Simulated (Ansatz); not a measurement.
# TiCo and the effect of the fixed moment of the cell

```
Co Ti
1.0
     2.98611    0.00000    0.00000
     0.00000    2.98611    0.00000
     0.00000    0.00000    2.98611
Co Ti
1 1
Direct
  0.50000 0.50000 0.50000
  0.00000 0.00000 0.00000
```

The cell comes from a database or a generator and needn't be the stable form of this composition.

Kept alike: task single point; functional PBEsol; k mesh 8 × 8 × 8; occupations fermi-dirac, width 0.05 eV. Program: Ansatz, Ansatz PAW, cutoff 420 eV. The mesh is that of the run's cell of 2 atoms. No spin-orbit coupling.

| run | pressure (GPa) | largest site moment (μB) | free energy over the lowest row (meV/atom) |
| --- | --- | --- | --- |
| A | 37.28 | 2.87 | 2796.21 |
| B | 5.04 | 1.87 | 598.52 |
| C | -9.47 | 0.00 | 1.64 |
| D | 11.88 | 2.11 | 994.54 |
| E | -0.94 | 1.52 | 305.10 |
| F | 18.76 | 2.33 | 1428.56 |
| G | -5.25 | 1.19 | 89.75 |
| H | -7.31 | 0.90 | 0.00 |

Pressure is positive in compression, with a Pulay correction for the finite cutoff. For a metal such a mesh leaves the last digits unconverged. The runs hold the magnetic state that their start led to, which needn't be the lowest. Site moments count inside each atom's sphere or projector. All rows use potentials made for PBE.

Problem. The runs differ in the fixed moment of the cell alone: 0; 0.8; 1.5; 2.2; 3; 3.8; 4.5; 6 μB. Which run is which?

Solution. Run A is 6 μB; run B is 3 μB; run C is 0 μB; run D is 3.8 μB; run E is 2.2 μB; run F is 4.5 μB; run G is 1.5 μB; run H is 0.8 μB. The pressure rises from -9.47 to 37.28 GPa between 0 and 6 μB. The largest site moment rises from 0.00 to 2.87 μB between 0 and 6 μB. The free energy is lowest at 0.8, and 2796.21 meV an atom higher at 6.
